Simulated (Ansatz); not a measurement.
Orbital-resolved density of states of Sb

```
CELL_PARAMETERS angstrom
2.15060 1.24165 3.74400
-2.15060 1.24165 3.74400
0.00000 -2.48330 3.74400
ATOMIC_POSITIONS crystal
Sb 0.23364 0.23364 0.23364
Sb 0.76636 0.76636 0.76636
```

Atom numbers follow the list: Sb1, Sb2.

The structure is an experimental refinement, used without relaxation.

No spin–orbit coupling, which matters for the heavy atoms here.

All numbers below come from DFT, PBE, all-electron LAPW, scalar-relativistic in Ansatz 0.2.0.

Numerical set-up: a Γ-centred 9×9×9 k mesh, Fermi–Dirac smearing of 0.05 eV, basis error target 0.5 meV/atom, no spin polarisation.

States per eV for one atom of each kind, in 0.4 eV bins named by their centres, from the Fermi level, projected on a minimal set of Löwdin-orthogonalised atomic shells; orbitals are real harmonics on the Cartesian axes, equal curves share a column, and empty bins are left out, as is all above 3.8 eV, near the top of the computed bands.

Sb1 5p:

```
# E all pz px=py
-12.3 0.02 0.01 0.01
-11.9 0.05 0.02 0.02
-11.5 0.07 0.03 0.02
-11.1 0.09 0.04 0.03
-10.7 0.10 0.03 0.04
-10.3 0.11 0.02 0.04
-9.9 0.04 0.00 0.02
-9.5 0.03 0.00 0.02
-9.1 0.10 0.01 0.05
-8.7 0.14 0.06 0.04
-8.3 0.10 0.04 0.03
-7.9 0.07 0.02 0.02
-7.5 0.05 0.02 0.01
-7.1 0.03 0.01 0.01
-6.7 0.02 0.01 0.01
-6.3 0.01 0.01 0.00
-5.9 0.01 0.00 0.00
-5.5 0.10 0.04 0.03
-5.1 0.35 0.12 0.12
-4.7 0.39 0.13 0.13
-4.3 0.45 0.15 0.15
-3.9 0.60 0.20 0.20
-3.5 0.73 0.23 0.25
-3.1 0.71 0.22 0.24
-2.7 0.70 0.22 0.24
-2.3 0.72 0.24 0.24
-1.9 0.69 0.23 0.23
-1.5 0.56 0.24 0.16
-1.1 0.51 0.24 0.13
-0.7 0.30 0.14 0.08
-0.3 0.06 0.03 0.01
0.1 0.01 0.01 0.00
0.5 0.38 0.11 0.13
0.9 0.78 0.21 0.28
1.3 0.57 0.18 0.20
1.7 0.57 0.21 0.18
2.1 0.67 0.28 0.20
2.5 0.48 0.14 0.17
2.9 0.48 0.11 0.19
3.3 0.47 0.10 0.18
```

Sb1 5s:

```
# E all
-12.7 0.04
-12.3 0.14
-11.9 0.19
-11.5 0.24
-11.1 0.32
-10.7 0.40
-10.3 0.52
-9.9 0.16
-9.5 0.10
-9.1 0.33
-8.7 0.47
-8.3 0.34
-7.9 0.24
-7.5 0.16
-7.1 0.10
-6.7 0.08
-6.3 0.05
-5.9 0.03
-5.5 0.03
-5.1 0.02
-4.7 0.02
-4.3 0.02
-3.9 0.03
-3.5 0.03
-3.1 0.04
-2.7 0.05
-2.3 0.05
-1.9 0.06
-1.5 0.07
-1.1 0.08
-0.7 0.06
-0.3 0.02
0.5 0.05
0.9 0.10
1.3 0.07
1.7 0.05
2.1 0.05
2.5 0.03
2.9 0.03
3.3 0.02
```
